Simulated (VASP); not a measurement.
# MgO: relaxation of cell and atoms with PBE+D3(BJ)

MgO:

```
Mg O
1.0
     0.00000    2.10850    2.10850
     2.10850    0.00000    2.10850
     2.10850    2.10850    0.00000
Mg O
1 1
Cartesian
  0.0000 0.0000 0.0000
  2.1085 2.1085 2.1085
```

| Quantity | Value |
| --- | --- |
| Program | VASP 6.6.1 |
| Task | relaxation of cell and atoms |
| Functional | PBE |
| Dispersion | D3(BJ) |
| Potentials or basis | VASP PAW PBE potentials, release 64 (Mg, O) |
| Cutoff | 520 eV |
| k mesh | 12 × 12 × 12 |
| Occupations | gaussian, width 0.02 eV |
| Spin | no spin polarisation |
| Further INCAR settings | ALGO = Normal; EDIFF = 1e-07; IBRION = 2; EDIFFG = -0.002; NSW = 80; ISIF = 3 |

* Relaxed volume: 9.27 Å³/atom
* Relaxed cell: a = 2.971 Å, b = 2.971 Å, c = 2.971 Å, α = 60.00°, β = 60.00°, γ = 60.00°
* Space group after relaxing (to 0.05 Å): Fm-3m (No. 225)
* Energy gained by relaxing: 0.6 meV/atom
* Ionic steps: 3
* Pressure after relaxing: 0.0 GPa
* Band gap on the k mesh: 4.80 eV, direct
* Dispersion energy per atom: -0.295 eV

Step by step:
| step | energy change (eV) | largest force (eV/Å) | pressure (GPa) | volume (Å³) |
| --- | --- | --- | --- | --- |
| 1 | 0.0000 | 0.0000 | -1.77 | 18.75 |
| 2 | -0.0010 | 0.0000 | 0.63 | 18.47 |
| 3 | -0.0012 | 0.0000 | 0.01 | 18.54 |

Final structure:
```xyz
2
Lattice="0.0000 2.1007 2.1007 2.1007 0.0000 2.1007 2.1007 2.1007 0.0000" Properties=species:S:1:pos:R:3 pbc="T T T"
Mg    0.0000    0.0000    0.0000
O     2.1007    2.1007    2.1007
```

Levels at points of the mesh, in eV from the valence-band top:
```
           k point  band 1  band 2  band 3  band 4  band 5  band 6  band 7  band 8
(0.00, 0.00, 0.00)  -17.30    0.00    0.00    0.00    4.80   15.84   15.84   15.84
(0.50, 0.00, 0.00)  -16.00   -4.65   -0.66   -0.66    7.95   12.69   16.39   16.39
(0.50, 0.50, 0.00)  -15.74   -4.12   -1.36   -1.36    9.13   10.05   13.18   19.09
```

Wall time 17 s on 1 thread of Intel(R) Xeon(R) Platinum 8488C (Sapphire Rapids) (shared host), peak memory 0.16 GiB.

A k mesh can miss the band edges. As with any semilocal functional, this PBE gap is likely too small.
